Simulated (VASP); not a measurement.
## CdS (Hawleyite): relaxation of cell and atoms with PBEsol

The system is CdS (Hawleyite).

```
Cd S
1.0
     0.00000    2.91846    2.91846
     2.91846    0.00000    2.91846
     2.91846    2.91846    0.00000
Cd S
1 1
Cartesian
  5.8369 2.9185 2.9185
  1.4592 1.4592 1.4592
```

| Property | Result |
| --- | --- |
| Program | VASP 6.6.1 |
| Task | relaxation of cell and atoms |
| Functional | PBEsol |
| Potentials or basis | VASP PAW PBE potentials, release 64 (Cd, S) |
| Cutoff | 600 eV |
| k mesh | 8 × 8 × 8 |
| Occupations | gaussian, width 0.03 eV |
| Spin | no spin polarisation |
| Further INCAR settings | ALGO = Normal; EDIFF = 1e-07; IBRION = 2; EDIFFG = -0.005; NSW = 90; ISIF = 3 |

The relaxed volume is 24.84 Å³/atom and the relaxed cell is a = 4.126 Å, b = 4.126 Å, c = 4.126 Å, α = 60.00°, β = 60.00°, γ = 60.00°. The space group after relaxing (to 0.05 Å) is F-43m (No. 216) and the energy gained by relaxing is 0.0 meV/atom. The ionic steps are 2, the pressure after relaxing is 0.0 GPa and the band gap on the k mesh is 1.01 eV, direct.

Final structure:
```xyz
2
Lattice="0.0000 2.9176 2.9176 2.9176 0.0000 2.9176 2.9176 2.9176 0.0000" Properties=species:S:1:pos:R:3 pbc="T T T"
Cd    2.9176    0.0000    2.9176
S     1.4588    1.4588    1.4588
```

Levels at points of the mesh, in eV from the valence-band top:
| k point | band 5 | band 6 | band 7 | band 8 | band 9 | band 10 | band 11 | band 12 | band 13 |
| --- | --- | --- | --- | --- | --- | --- | --- | --- | --- |
| (0.00, 0.00, 0.00) | -7.24 | -7.24 | 0.00 | 0.00 | 0.00 | 1.01 | 6.45 | 6.45 | 6.45 |
| (0.50, 0.00, 0.00) | -7.20 | -6.86 | -4.47 | -0.76 | -0.76 | 2.89 | 6.91 | 6.91 | 7.33 |
| (0.50, 0.50, 0.00) | -7.15 | -6.80 | -4.01 | -1.91 | -1.91 | 3.39 | 4.25 | 9.07 | 10.66 |

Wall time 14 s on 8 MPI ranks on Intel(R) Xeon(R) Platinum 8488C (Sapphire Rapids), with other jobs on the host, peak memory 0.24 GiB a rank.

Caveat: the PAW data sets were made with another functional, which shifts forces and pressure a little.
